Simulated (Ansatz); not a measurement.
# ScAl$_{3}$ (I4/mmm), clamped-ion strain scan

Level of theory: DFT PBEsol, scalar-relativistic, plane waves, PAW (Ansatz). Settings: plane waves to 420 eV, k-mesh 16×16×16 (Γ-centred), Gaussian smearing 0.15 eV. No spin polarisation. Energies are free energies at this smearing, counted from the undisturbed cell; pressure is positive in compression.

Reference structure (relaxed at this level; it needn't be the usual structure):

```
Sc Al
1.0
    -1.99574    1.99574    4.36982
     1.99574   -1.99574    4.36982
     1.99574    1.99574   -4.36982
Sc Al
1 3
Direct
  0.00000 0.00000 0.00000
  0.75000 0.25000 0.50000
  0.25000 0.75000 0.50000
  0.50000 0.50000 0.00000
```

The cell is strained by ε times the Voigt pattern (0, 0, 0, 0, 1, 0) (xx, yy, zz, yz, xz, xy; engineering shear) with fractional coordinates fixed. The cell is metallic on the mesh throughout.

```tsv
ε	ΔE (meV/atom)
-0.1000	38.4
-0.0500	9.6
0.0000	0.0
0.0750	21.5
```

Problem. Predict the pressure (GPa) at each point.

Solution.
```
      ε  pressure (GPa)
-0.1000             0.9
-0.0500             0.2
 0.0000             0.0
 0.0750             0.5
```

Cost: 4 runs of about 4.1 core-minutes in all, on Intel Xeon Platinum 8259CL (Skylake/Cascade Lake) (shared hosts).